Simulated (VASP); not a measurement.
Data:

```
AlSb
1.0
    0.00000     3.12052     3.12052
    3.12052     0.00000     3.12052
    3.12052     3.12052     0.00000
Al Sb
1 1
Direct
  0.00000   0.00000   0.00000
  0.25000   0.25000   0.25000
```

Computed with AM05 GGA, VASP's PBE PAW potentials (set 64) (plane waves; VASP). Settings: 520 eV cut-off, 7×7×7 Γ-centred mesh, Gaussian smearing of 0.050 eV, potentials Al Sb.

Unless said otherwise, spin-orbit coupling is left out, though it shifts the bands of the heavy elements here.

**Question.** Estimate the energy per atom (σ→0), pressure, band gap (on the k-mesh) with the smallest direct gap where there is one.

**Answer.** 
```
Property                                     Result
-----------------------------------  --------------
band gap (on the k-mesh)                    1.22 eV
smallest direct gap (on the k-mesh)         1.22 eV
energy per atom (σ→0)                -4.218 eV/atom
pressure                                  -1.45 GPa
```

The absolute energy has meaning only against runs of the same code, potentials and settings.

The compound is AlSb in the zinc blende structure. This cell is one point of a volume scan, at 1.03 of the reference volume.
